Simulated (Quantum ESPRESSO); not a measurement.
## Moving the strain (εxx = s, εyy = s) in Pt

```
Pt
1.0
     0.00000    1.96090    1.96090
     1.96090    0.00000    1.96090
     1.96090    1.96090    0.00000
Pt
1
Direct
  0.00000 0.00000 0.00000
```

Kept alike: task single point; functional PBEsol; k mesh 12 × 12 × 12; occupations fermi-dirac, width 0.05 eV; no spin polarisation. Program: Quantum ESPRESSO, SSSP 1.3 efficiency PBE, cutoff 748 eV. The mesh is that of the run's cell of 1 atom. No spin-orbit coupling.

| s | free energy over the lowest row (meV/atom) |
| --- | --- |
| -0.02 | 20.44 |
| -0.01 | 4.12 |
| 0 | 0.00 |
| 0.01 | 6.94 |

The cell shown is the unstrained one; x, y and z are its Cartesian axes; atoms keep their fractions. For a metal such a mesh leaves the last digits unconverged. All rows use potentials made for PBE.

Problem. What does the strain (εxx = s, εyy = s) change here?

Solution. The free energy is lowest at 0, and 20.44 meV an atom higher at -0.02.
